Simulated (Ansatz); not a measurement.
Au: band structure with PBEsol

Crystal: Au.

```
CELL_PARAMETERS angstrom
0.00000 2.03500 2.03500
2.03500 0.00000 2.03500
2.03500 2.03500 0.00000
ATOMIC_POSITIONS crystal
Au 0.00000 0.00000 0.00000
```

```json
{
  "Program": "Ansatz 0.2.0",
  "Task": "band structure",
  "Functional": "PBEsol",
  "Potentials or basis": "all-electron LAPW, non-relativistic",
  "Cutoff": "250 eV (chosen from the basis error)",
  "Basis error allowed": "0.001 eV/atom",
  "k mesh": "11 × 11 × 11",
  "Occupations": "fermi-dirac, width 0.05 eV",
  "Spin": "no spin polarisation"
}
```

* Pressure: 28.7 GPa
* Band gap along the path: none (metal or under the smearing width)

Levels at the corners of the path, in eV from the Fermi level:
```
point  band 18  band 19  band 20  band 21  band 22  band 23  band 24  band 25
    Γ    -6.23    -6.23    -6.23    -4.74    -4.74    13.35    17.78    17.78
    X    -8.24    -3.61    -3.25    -3.25     1.06     8.10    10.05    10.05
    W    -6.54    -6.54    -4.74    -3.25     6.13     6.13     7.77     8.72
    K    -7.20    -5.16    -4.43    -3.69     4.41     5.44     8.10    12.61
    Γ    -6.23    -6.23    -6.23    -4.74    -4.74    13.35    17.78    17.78
    L    -6.26    -6.26    -3.57    -3.57    -1.07     4.72    12.85    17.14
    U    -7.20    -5.16    -4.43    -3.69     4.41     5.44     8.10    12.61
    W    -6.54    -6.54    -4.74    -3.25     6.13     6.13     7.77     8.72
```

It took 9.1 s on 1 thread of Arm Neoverse V1, on a shared host, peak memory 0.26 GiB.

Caveat: a pressure of tens of GPa on the cell as given is suspect, and the run, the potentials or the cell itself is likely at fault; relativity is left out, which matters for the heavier elements; spin-orbit coupling is left out, which moves the levels of the heavy elements.
